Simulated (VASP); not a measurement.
# GaAs (F-43m) in VASP: further runs

Aim: see how the results for GaAs move with the level of theory and the settings. Levels: LDA, PBE, r2SCAN. Tasks: single point.

Program: VASP 6.6.1. These are calculated values, not measurements. Logs are shortened: lines on timing, memory, paths and dates and some standing lists are left out, and cuts for length are marked.

**1. The crystal as given**

The structure is cubic, space group F-43m (No. 216). The conventional cell has a = 5.681 Å, b = 5.681 Å, c = 5.681 Å, α = 90.00°, β = 90.00°, γ = 90.00°. Ga (site symmetry -43m) has 4 As at 2.46 Å as nearest neighbours. As (site symmetry -43m) is surrounded by 4 Ga at 2.46 Å.

The cell was built by a generator and isn't the measured one.

**2. Single point, LDA, non-collinear spin, zero start, spin-orbit coupling**

INCAR reads:

```
SYSTEM = GaAs
PREC = Accurate ; ENCUT = 520
EDIFF = 1E-7 ; ISMEAR = 0
SIGMA = 0.02 ; LREAL = .FALSE.
LASPH = .TRUE. ; NELM = 60
ALGO = Fast ; ISIF = 2
LWAVE = .FALSE. ; LCHARG = .TRUE.
MAGMOM = 0 0 0 0 0 0 ; LORBIT = 11
LSORBIT = .TRUE. ; GGA_COMPAT = .FALSE.
LVHAR = .TRUE. ; NBANDS = 30
```

KPOINTS reads:

```
regular mesh
0
G
  8 8 8
  0 0 0
```

POSCAR reads:

```
GaAs
1.0
    0.0000000000      2.8406325000      2.8406325000
    2.8406325000      0.0000000000      2.8406325000
    2.8406325000      2.8406325000      0.0000000000
Ga As
1 1
Direct
    0.0000000000      0.0000000000      0.0000000000
    0.2500000000      0.2500000000      0.2500000000
```

Potentials or basis: VASP PAW LDA potentials, release 64 (Ga_d, As).

Launch:

```console
$ cat potpaw_LDA.64/Ga_d/POTCAR potpaw_LDA.64/As/POTCAR > POTCAR
$ mpirun -np 1 vasp_ncl > vasp.out
```

OUTCAR:

```text
SYSTEM = GaAs
   PREC = Accurate
   ENCUT = 520
   EDIFF = 1E-7
   ISMEAR = 0
   LREAL = .FALSE.
   LASPH = .TRUE.
   NELM = 60
   ISIF = 2
   LORBIT = 11
   LSORBIT = .TRUE.

 ion  position               nearest neighbor table
   1  0.000  0.000  0.000-   2 2.46   2 2.46   2 2.46   2 2.46
   2  0.250  0.250  0.250-   1 2.46   1 2.46   1 2.46   1 2.46

  LATTYP: Found a face centered cubic cell.
 ALAT       =     5.6812650000

  Lattice vectors:

 A1 = (   0.0000000000,   2.8406325000,   2.8406325000)
 A2 = (   2.8406325000,   0.0000000000,   2.8406325000)
 A3 = (   2.8406325000,   2.8406325000,   0.0000000000)

Analysis of symmetry for initial positions (statically):
=====================================================================
 Subroutine PRICEL returns:
 Original cell was already a primitive cell.

 Routine SETGRP: Setting up the symmetry group for a
 face centered cubic supercell.

 Subroutine GETGRP returns: Found 24 space group operations
 (whereof 24 operations were pure point group operations)
 out of a pool of 48 trial point group operations.

The static configuration has the point symmetry T_d .

Analysis of symmetry for dynamics (positions and initial velocities):
=====================================================================
 Subroutine PRICEL returns:
 Original cell was already a primitive cell.

 Routine SETGRP: Setting up the symmetry group for a
 face centered cubic supercell.

 Subroutine GETGRP returns: Found 24 space group operations
 (whereof 24 operations were pure point group operations)
 out of a pool of 48 trial point group operations.

The dynamic configuration has the point symmetry T_d .

Analysis of structural, dynamic, and magnetic symmetry:
=====================================================================
 Subroutine PRICEL returns:
 Original cell was already a primitive cell.

 Routine SETGRP: Setting up the symmetry group for a
 face centered cubic supercell.

 Subroutine GETGRP returns: Found 24 space group operations
 (whereof 24 operations were pure point group operations)
 out of a pool of 48 trial point group operations.

The overall configuration has the point symmetry T_d .

 Subroutine INISYM returns: Found 24 space group operations
 (whereof 24 operations are pure point group operations),
 and found     1 'primitive' translations

----------------------------------------------------------------------------------------

                                     Primitive cell

  volume of cell :      45.8432

  direct lattice vectors                    reciprocal lattice vectors
     0.000000000  2.840632500  2.840632500    -0.176017137  0.176017137  0.176017137
     2.840632500  0.000000000  2.840632500     0.176017137 -0.176017137  0.176017137
     2.840632500  2.840632500  0.000000000     0.176017137  0.176017137 -0.176017137

  length of vectors
     4.017261007  4.017261007  4.017261007     0.304870624  0.304870624  0.304870624

  position of ions in fractional coordinates (direct lattice)
     0.000000000  0.000000000  0.000000000
     0.250000000  0.250000000  0.250000000

  ion indices of the primitive-cell ions
   primitive index   ion index
                 1           1
                 2           2

----------------------------------------------------------------------------------------

 KPOINTS: regular mesh

Automatic generation of k-mesh.
 Grid dimensions read from file:
 generate k-points for:    8    8    8

 Generating k-lattice:

  Cartesian coordinates                     Fractional coordinates (reciprocal lattice)
[... 78 lines left out ...]
   IMIX   =      4    mixing-type and parameters
     AMIX     =   0.40;   BMIX     =  1.00
     AMIX_MAG =   1.60;   BMIX_MAG =  1.00
  volume/ion in A,a.u.               =      22.92       154.68
  Fermi-wavevector in a.u.,A,eV,Ry     =   1.198783  2.265372 19.552673  1.437081
  Thomas-Fermi vector in A             =   2.334663
   LORBIT       =     11    0 simple, 1 ext, 2 COOP (PROOUT), +10 PAW based schemes
   GGA     = CA    functional components
   LHFCALC =     F    Hartree Fock is set to
   AEXX    =    0.0000 exact exchange contribution
   IVDW    =     0    specifies the selected vdW correction
   LEPSILON=     F    determine dielectric tensor
   LRPA    =     F    only Hartree local field effects (RPA)
 RMM-DIIS sequential band-by-band and
 Gauss-broadening in eV      SIGMA  =   0.02
  energy-cutoff  :      520.00
  volume of cell :       45.84
 maximum number of plane-waves:      2508
 NGX is ok and might be reduce to    30
   NGX = 15   NGY = 15   NGZ = 15

 number of electron      17.9999987 magnetization       0.0000000      0.0000000      0.0000000

 number of electron      17.9999987 magnetization      -0.0000000      0.0000000     -0.0000000

 number of electron      17.9999987 magnetization      -0.0000000     -0.0000000     -0.0000000

 number of electron      17.9999987 magnetization       0.0000000     -0.0000000      0.0000000

 Free energy of the ion-electron system (eV)
  ---------------------------------------------------
  ext. energy  EPLUGINS =         0.00000000
  ---------------------------------------------------
  free energy    TOTEN  =        -9.64188552 eV

  energy without entropy =       -9.64188549  energy(sigma->0) =       -9.64188550

 E-fermi :   3.8334     XC(G=0):  -9.8475

 val. band max:        3.7764858130   @ k =   0.0000   0.0000   0.0000
 cond. band min:       3.8878918798   @ k =   0.0000   0.0000   0.0000
 fundamental gap:      0.1114060668
 Fermi energy:         3.8333646308

 k-point     1 :       0.0000    0.0000    0.0000
  band No.  band energies     occupation
      1     -11.4873      1.00000
      2     -11.4873      1.00000
      3     -11.4873      1.00000
      4     -11.4873      1.00000
      5     -11.0597      1.00000
      6     -11.0597      1.00000
[... 781 lines left out ...]
     29      15.5874      0.00000
     30      15.5997      0.00000

 [... further k-points ...]

------------------------ aborting loop because EDIFF is reached ----------------------------------------

  FORCE on cell =-STRESS in cart. coord.  units (eV):
  Direction    XX          YY          ZZ          XY          YZ          ZX
  --------------------------------------------------------------------------------------
  -------------------------------------------------------------------------------------
  Total       -0.7323335     -0.7323335     -0.7323335     -0.0000000     -0.0000000     -0.0000000
  in kB      -25.5943626    -25.5943626    -25.5943626     -0.0000000     -0.0000000     -0.0000000
  external PRESSURE =     -25.5943626 kB  Pullay stress =       0.0000000 kB

 VOLUME and BASIS-vectors are now :
 -----------------------------------------------------------------------------
  energy-cutoff  :      520.00
  volume of cell :       45.84
      direct lattice vectors                 reciprocal lattice vectors
     0.000000000  2.840632500  2.840632500    -0.176017137  0.176017137  0.176017137
     2.840632500  0.000000000  2.840632500     0.176017137 -0.176017137  0.176017137
     2.840632500  2.840632500  0.000000000     0.176017137  0.176017137 -0.176017137

 POSITION                                       TOTAL-FORCE (eV/Angst)
 -----------------------------------------------------------------------------------
      0.00000      0.00000      0.00000         0.000000      0.000000      0.000000
      1.42032      1.42032      1.42032        -0.000000     -0.000000     -0.000000
 -----------------------------------------------------------------------------------
    total drift:                               -0.000000     -0.000000     -0.000000

  FREE ENERGIE OF THE ION-ELECTRON SYSTEM (eV)
  ---------------------------------------------------
  free  energy   TOTEN  =        -9.6418855154 eV

  energy  without entropy=       -9.6418854888  energy(sigma->0) =       -9.64188550

 Spin-Orbit-Coupling matrix elements

 Ion:    1  E_soc:     -0.0123905
 l=   1
     0.0000000    -0.0012195    -0.0012195
    -0.0012195     0.0000000    -0.0012195
    -0.0012195    -0.0012195     0.0000000
 l=   2
     0.0000000    -0.0001680     0.0000000    -0.0001680    -0.0006777
    -0.0001680     0.0000000    -0.0005082    -0.0001680    -0.0001694
     0.0000000    -0.0005082     0.0000000    -0.0005082     0.0000000
    -0.0001680    -0.0001680    -0.0005082     0.0000000    -0.0001694
    -0.0006777    -0.0001694     0.0000000    -0.0001694     0.0000000
 l=   3
     0.0000000     0.0000000     0.0000000     0.0000000     0.0000000     0.0000000     0.0000000
     0.0000000     0.0000000     0.0000000     0.0000000     0.0000000     0.0000000     0.0000000
     0.0000000     0.0000000     0.0000000     0.0000000     0.0000000     0.0000000     0.0000000
     0.0000000     0.0000000     0.0000000     0.0000000     0.0000000     0.0000000     0.0000000
     0.0000000     0.0000000     0.0000000     0.0000000     0.0000000     0.0000000     0.0000000
     0.0000000     0.0000000     0.0000000     0.0000000     0.0000000     0.0000000     0.0000000
     0.0000000     0.0000000     0.0000000     0.0000000     0.0000000     0.0000000     0.0000000

 Ion:    2  E_soc:     -0.0255360
 l=   1
     0.0000000    -0.0042485    -0.0042485
    -0.0042485     0.0000000    -0.0042485
    -0.0042485    -0.0042485     0.0000000
 l=   2
     0.0000000    -0.0000036     0.0000000    -0.0000036    -0.0000039
    -0.0000036     0.0000000    -0.0000029    -0.0000036    -0.0000010
     0.0000000    -0.0000029     0.0000000    -0.0000029     0.0000000
    -0.0000036    -0.0000036    -0.0000029     0.0000000    -0.0000010
    -0.0000039    -0.0000010     0.0000000    -0.0000010     0.0000000
 l=   3
     0.0000000     0.0000000     0.0000000     0.0000000     0.0000000     0.0000000     0.0000000
     0.0000000     0.0000000     0.0000000     0.0000000     0.0000000     0.0000000     0.0000000
     0.0000000     0.0000000     0.0000000     0.0000000     0.0000000     0.0000000     0.0000000
     0.0000000     0.0000000     0.0000000     0.0000000     0.0000000     0.0000000     0.0000000
     0.0000000     0.0000000     0.0000000     0.0000000     0.0000000     0.0000000     0.0000000
     0.0000000     0.0000000     0.0000000     0.0000000     0.0000000     0.0000000     0.0000000
     0.0000000     0.0000000     0.0000000     0.0000000     0.0000000     0.0000000     0.0000000

 total charge

# of ion       s       p       d       tot
------------------------------------------
    1        0.894   0.792   9.990  11.676
    2        1.219   1.583   0.030   2.832
--------------------------------------------------
tot          2.113   2.375  10.020  14.508

 magnetization (x)

# of ion       s       p       d       tot
------------------------------------------
    1       -0.000   0.000   0.000  -0.000
    2       -0.000   0.000  -0.000   0.000
--------------------------------------------------
tot         -0.000   0.000  -0.000  -0.000

 magnetization (y)

# of ion       s       p       d       tot
------------------------------------------
    1        0.000   0.000   0.000   0.000
    2        0.000   0.000   0.000   0.000
--------------------------------------------------
tot          0.000   0.000   0.000   0.000

 magnetization (z)

# of ion       s       p       d       tot
------------------------------------------
    1        0.000   0.000  -0.000   0.000
    2        0.000  -0.000  -0.000  -0.000
--------------------------------------------------
tot          0.000  -0.000  -0.000   0.000
```

Wall time 4.6 min (1 thread of AMD EPYC, shared host); peak memory 0.25 GiB.

What came out:

| Property | Result |
| --- | --- |
| Free energy | -9.6419 eV |
| Pressure | -2.6 GPa |
| Net moment | 0.00 μB per cell |
| Valence electrons inside the program's atomic spheres | Ga 11.68; As 2.83 |

Moments on the atoms (μB; x, y, z):
```
Ga  0.00 0.00 0.00
As  0.00 0.00 0.00
```

**3. Single point, PBE, non-collinear spin, zero start, spin-orbit coupling**

Changes to INCAR since step 2:

```diff
@@ -9,2 +9,3 @@
 LSORBIT = .TRUE. ; GGA_COMPAT = .FALSE.
-LVHAR = .TRUE. ; NBANDS = 30
+GGA = PE ; LVHAR = .TRUE.
+NBANDS = 30
```

KPOINTS is that of step 2.

POSCAR is that of step 2.

Potentials or basis: VASP PAW PBE potentials, release 64 (Ga_d, As).

Launch:

```console
$ cat potpaw_PBE.64/Ga_d/POTCAR potpaw_PBE.64/As/POTCAR > POTCAR
$ mpirun -np 1 vasp_ncl > vasp.out
```

Run time: 4.7 min. Hardware: 1 thread of AMD EPYC, shared host; peak memory 0.29 GiB.

The run converged. Its results:

```yaml
Free_energy: -8.2770 eV
Pressure: 2.4 GPa
Net_moment: 0.00 μB per cell
Valence_electrons_inside_the_program's_atomic_spheres: Ga 11.66; As 2.83
```

Moments on the atoms (μB; x, y, z):
```
Ga  0.00 0.00 0.00
As  0.00 0.00 0.00
```

(Continued in part 2 of 2.)
